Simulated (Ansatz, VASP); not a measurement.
# One calculation of MgO, two programs

Contents of INCAR:

```
  PREC = Accurate
  ENCUT = 520
  EDIFF = 1E-7
  ISMEAR = 0
  SIGMA = 0.1
  LREAL = False
  LASPH = True
  NELM = 100
  ALGO = Normal
  ISIF = 2
  LWAVE = False
  LCHARG = True
  GGA = PE
  IVDW = 12
  LELF = True
  LVHAR = True
  NBANDS = 11
```

The input KPOINTS:

```
regular mesh
0
Gamma
  8 8 8
```

The input POSCAR:

```
MgO
1.0
    0.0000000000      2.1351500000      2.1351500000
    2.1351500000      0.0000000000      2.1351500000
    2.1351500000      2.1351500000      0.0000000000
Mg O
1 1
Direct
    0.0000000000      0.0000000000      0.0000000000
    0.5000000000      0.5000000000      0.5000000000
```

Input for Ansatz:

```yaml
crystal:
  lattice:
    - [0.0, 2.13515, 2.13515]
    - [2.13515, 0.0, 2.13515]
    - [2.13515, 2.13515, 0.0]
  atoms:
    - { symbol: Mg, position: [0.0, 0.0, 0.0] }
    - { symbol: O, position: [0.5, 0.5, 0.5] }
basis:
  ecutwfc: 420
kpoints:
  mp_grid: { grid: [8, 8, 8] }
hamiltonian:
  xc: pbe
  dispersion: d3bj
scf:
  occupations: { method: gaussian, width: 0.1 }
output:
  forces: true
  stress: true
  eigenvalues: true
```

Alike in both runs: task single point; functional PBE; dispersion D3(BJ); k mesh 8 × 8 × 8; occupations gaussian, width 0.1 eV; no spin polarisation.

|  | VASP | Ansatz |
| --- | --- | --- |
| version | VASP 6.6.1 | Ansatz 0.2.0 |
| potentials or method | VASP PAW PBE potentials, release 64 (Mg, O) | scalar-relativistic, plane waves, PAW |
| plane-wave cutoff (eV) | 520 | 420 |
| valence electrons in the cell | 8 | 16 |

|  | VASP | Ansatz | Ansatz less VASP |
| --- | --- | --- | --- |
| gap on the k mesh at the Fermi level (eV) | 4.34 | 4.35 | +0.017 |
| least direct gap on the mesh (eV) | 4.34 | 4.35 | +0.017 |
| pressure (GPa) | -7.2 | -6.4 | +0.74 |

The two sets of potentials don't hold the same shells in valence.

A hybrid or GW would open this gap; PBE tends to underestimate it.
